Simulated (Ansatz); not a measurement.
# Li, dhcp: how the functional moves the structure

All rows: Ansatz, plane waves with scalar-relativistic PAW, 420 eV (500 eV for the SCAN forms), relaxed under each functional, no dispersion correction, no zero-point motion. B₀ comes from uniform scaling at fixed shape; a dash is a value not given.

```tsv
functional	V (Å³/atom)	cell	B₀ (GPa)	magnetic state	ΔE to bcc (meV/atom)
PBE	20.20	a = 3.059 Å, c = 9.969 Å (c/a = 3.258)	14	spin not included	-3
r²SCAN	21.00	a = 3.099 Å, c = 10.098 Å (c/a = 3.259)	13	spin not included	-1
PBEsol	20.18	a = 3.058 Å, c = 9.965 Å (c/a = 3.258)	14	spin not included	-3
LDA	18.98	a = 2.997 Å, c = 9.760 Å (c/a = 3.257)	15	spin not included	-3
revPBE	21.13	a = 3.106 Å, c = 10.122 Å (c/a = 3.259)	13	spin not included	-1
RPBE	21.06	a = 3.102 Å, c = 10.110 Å (c/a = 3.259)	13	spin not included	-1
BLYP	19.97	a = 3.048 Å, c = 9.929 Å (c/a = 3.258)	14	spin not included	-3
```

LDA gives the smallest volume and revPBE the largest.
